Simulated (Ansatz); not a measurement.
## What hybrid functionals make of EuO

Space group Fm-3m (No. 225). a = 5.144 Å, b = 5.144 Å, c = 5.144 Å, α = 90.00°, β = 90.00°, γ = 90.00°
| atom | site | symmetry | x | y | z |
| --- | --- | --- | --- | --- | --- |
| Eu | 4b | m-3m | 0.5000 | 0.0000 | 0.0000 |
| O | 4a | m-3m | 0.0000 | 0.0000 | 0.0000 |

All runs: Ansatz, plane waves and PAW, scalar-relativistic (no spin–orbit coupling), 6×6×6 k-mesh, Gaussian smearing of 0.05 eV. Semilocal reference PBE +U (Eu: 6.0 eV), ferromagnetic start: gap 0.29 eV, pressure 1.8 GPa, largest spin moment 6.75 μB. The hybrids carry no U and start from the reference's converged state.

**Question.** How do gap and pressure depend on the exact exchange?

**Answer.** 
```csv
functional,gap,pressure (GPa),largest spin moment in an atom's sphere (μB),cutoff (eV),core-seconds
"PBE0-type hybrid with an exact-exchange fraction of 0.15, ferromagnetic start",zero (metallic on this mesh),-2.2,6.73,420,79
"HSE06-type hybrid with a screening parameter of 0.4 Å⁻¹, ferromagnetic start",zero (metallic on this mesh),-1.5,6.77,420,69
"HSE06-type hybrid with a screening parameter of 0.3 Å⁻¹, ferromagnetic start",0.07 eV,-1.1,6.78,420,67
"HISS, ferromagnetic start",0.89 eV,-1.3,6.79,420,94
"PBE0 + D4, ferromagnetic start",0.97 eV,-3.2,6.78,420,83
"PBE0-type hybrid with an exact-exchange fraction of 0.4, ferromagnetic start",2.86 eV,-0.6,6.83,420,90
"LC-wPBE, ferromagnetic start",4.90 eV,-0.9,6.77,420,100
```

In the PBE0 form, going from an exact-exchange fraction of 0.25 to 0.40 opens the gap by 1.90 eV, or 1.26 eV for each tenth. On shared hosts the hybrid runs at the reference's cutoff took roughly 27 to 41 times the core time of the semilocal one on the same mesh from its converged state, with some more bands. Measured gap: 1.10 eV (optical; “Band Structure of EuO/Si Spin Contact: Justification for Silicon Spintronics”, 2016, arxiv:1603.04666).

Caveats: core times come from shared hosts and scatter; filled bands differ between k-points; functionals with much or all of the long-range exchange (Hartree–Fock, LC-wPBE, CAM-B3LYP) overshoot the gaps of most solids, bar the widest; gaps are read on a coarse mesh; not tested for a lower state; only parallel moments were run, and the real order may differ; spin–orbit coupling, left out, matters for gaps this small, and the order of the bands may change along the rows; state of the open shells carried from another run; stress loosely converged; where a hybrid has no gap though the reference or most hybrids have one, its exact exchange is too weak to part the bands.
